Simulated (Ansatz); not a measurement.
**Bi under changes of volume**

One of the cells (31.117 Å³/atom); the others are scaled copies at fixed shape and fractional positions:

```xyz
1
Lattice="-1.9814 1.9814 1.9814 1.9814 -1.9814 1.9814 1.9814 1.9814 -1.9814" Properties=species:S:1:pos:R:3 pbc="T T T"
Bi    0.0000    0.0000    0.0000
```

This isn't the form of Bi at room conditions, which is rhombohedral.

| Quantity | Value |
| --- | --- |
| Program | Ansatz 0.2.0 |
| Functional | PBEsol |
| Potentials or basis | Ansatz PAW |
| Cutoff | 420 eV (not typed: the program's choice for these potentials) |
| k mesh | 9 × 9 × 9 |
| Occupations | fermi-dirac, width 0.05 eV |
| Spin | no spin polarisation |

```tsv
volume (Å³/atom)	energy over the lowest point (meV/atom)	pressure (GPa)
29.250	4.08	1.7
29.872	0.00	0.3
30.495	0.94	-0.9
31.117	6.49	-2.0
31.739	16.17	-2.9
32.362	29.46	-3.8
32.984	?	?
```

Question: What does the run at 32.984 Å³/atom give?

Answer: Energy over the lowest point 45.85 meV/atom; pressure -4.5 GPa.

Worked out: A Birch-Murnaghan fit of order 3 (a polynomial in V^(-2/3)) to the other rows has its minimum at 30.06 Å³/atom with B0 = V·E''(V) = 61 GPa and B' = 4.3. It gives 46.06 meV/atom at 32.984 Å³/atom, against the run's 45.85, and -dE/dV = -4.7 GPa, against -4.5.

Energies are extrapolated to zero smearing.

Caveats: the PAW data sets come from PBE, with cores solved anew for the run's functional, which leaves a small shift of forces and pressure.
